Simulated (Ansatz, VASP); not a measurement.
# CaO in VASP and in Ansatz

```
Ca O
1.0
     0.00000    2.44900    2.44900
     2.44900    0.00000    2.44900
     2.44900    2.44900    0.00000
Ca O
1 1
Direct
  0.00000 0.00000 0.00000
  0.50000 0.50000 0.50000
```

Alike in both runs: task single point; functional PBE; k mesh 8 × 8 × 8; occupations gaussian, width 0.05 eV; no spin polarisation.

|  | VASP | Ansatz |
| --- | --- | --- |
| version | VASP 6.6.1 | Ansatz 0.2.0 |
| potentials or method | VASP PAW PBE potentials, release 64 (Ca_sv, O) | scalar-relativistic, plane waves, PAW |
| plane-wave cutoff (eV) | 520 | 420 |
| valence electrons in the cell | 16 | 16 |

Ansatz gave:

- gap on the k mesh at the Fermi level (eV): 3.66
- least direct gap on the mesh (eV): 4.04
- pressure (GPa): -4.0

Q: Estimate VASP's values.

A: gap on the k mesh at the Fermi level (eV): 3.64; least direct gap on the mesh (eV): 4.03; pressure (GPa): -3.6.

A hybrid or GW would open this gap; PBE tends to underestimate it. A k mesh can miss the band edges.
